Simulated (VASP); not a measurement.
Wanted: the native input for a VASP 6.6.1 run.

- Task: relaxation of cell and atoms
- Functional: PBEsol
- Potentials or basis: VASP PAW PBE potentials, release 64 (Ba_sv, Zr_sv, O)
- Cutoff: 600 eV
- k mesh: 6 × 6 × 6
- Occupations: gaussian, width 0.03 eV
- Spin: no spin polarisation
- Further INCAR settings: ALGO = Normal; EDIFF = 1e-07; IBRION = 2; EDIFFG = -0.005; NSW = 90; ISIF = 3

The structure of BaZrO3 lies in POSCAR:

```
BaZrO3                                  
1.0
    4.1893664087     -0.0000000000     -0.0000000000
   -0.0000000000      4.1893664087      0.0000000000
    0.0000000000      0.0000000000      4.1893664087
  Ba              Zr              O             
     1     1     3
Direct
     0.0000000000000000    0.0000000000000000    0.0000000000000000
     0.5000000000000000    0.5000000000000000    0.5000000000000000
     0.0000000000000000    0.5000000000000000    0.5000000000000000
     0.5000000000000000    0.0000000000000000    0.5000000000000000
     0.5000000000000000    0.5000000000000000    0.0000000000000000
```

These files were run (other wordings do the same):

INCAR

```
PREC = Accurate ; ENCUT = 600
EDIFF = 1E-7 ; ISMEAR = 0
SIGMA = 0.03 ; LREAL = F
LASPH = T ; NELM = 80
ALGO = Normal ; ISIF = 3
LWAVE = F ; LCHARG = F
GGA = PS ; IBRION = 2
NSW = 90 ; EDIFFG = -0.005
KPAR = 4
```

KPOINTS

```
regular mesh
0
Gamma
  6 6 6
```

Potentials or basis: VASP PAW PBE potentials, release 64 (Ba_sv, Zr_sv, O).

Launch:

```console
$ cat potpaw_PBE.64/Ba_sv/POTCAR potpaw_PBE.64/Zr_sv/POTCAR potpaw_PBE.64/O/POTCAR > POTCAR
$ mpirun -np 4 vasp_std > vasp.out
```

Results of the run:

```json
{
  "Pressure after relaxing": "0.0 GPa",
  "Band gap on the k mesh": "3.11 eV, indirect (least direct gap 3.33 eV)"
}
```

Caveat: the relaxation stopped at its first step, so nothing moved; the PAW data sets were made with another functional, which shifts forces and pressure a little; spin-orbit coupling is left out, which moves the levels of the heavy elements.

Run time: 9.8 s on 4 MPI ranks on AMD EPYC 9R45 (Zen 5), on a shared host, peak memory 0.21 GiB a rank.
